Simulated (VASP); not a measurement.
Input of a VASP 6.6.1 run:

The input INCAR:

```
  PREC = Accurate
  ENCUT = 600
  EDIFF = 1E-7
  ISMEAR = 1
  SIGMA = 0.1
  LREAL = False
  LASPH = True
  NELM = 80
  ALGO = Normal
  ISIF = 3
  LWAVE = False
  LCHARG = False
  METAGGA = R2SCAN
  LMIXTAU = True
  IBRION = 2
  NSW = 90
  EDIFFG = -0.005
```

The input KPOINTS:

```
regular mesh
0
Gamma
  10 10 10
```

File POSCAR:

```
Sb                                      
1.0
    2.1722399708      1.2541433319      3.8523586547
   -2.1722399708      1.2541433319      3.8523586547
   -0.0000000000     -2.5082866638      3.8523586547
  Sb            
     2
Direct
     0.2319768380848306    0.2319768380848306    0.2319768380848306
     0.7680231619151694    0.7680231619151694    0.7680231619151694
```

Potentials or basis: VASP PAW PBE potentials, release 64 (Sb).

Command:

```bash
$ cat potpaw_PBE.64/Sb/POTCAR > POTCAR
$ mpirun -np 1 vasp_std > vasp.out
```

(1) What does it give for the band gap on the k mesh?

Results:

(1) none (metal or under the smearing width).

Caveat: the relaxation stopped at its first step, so nothing moved.
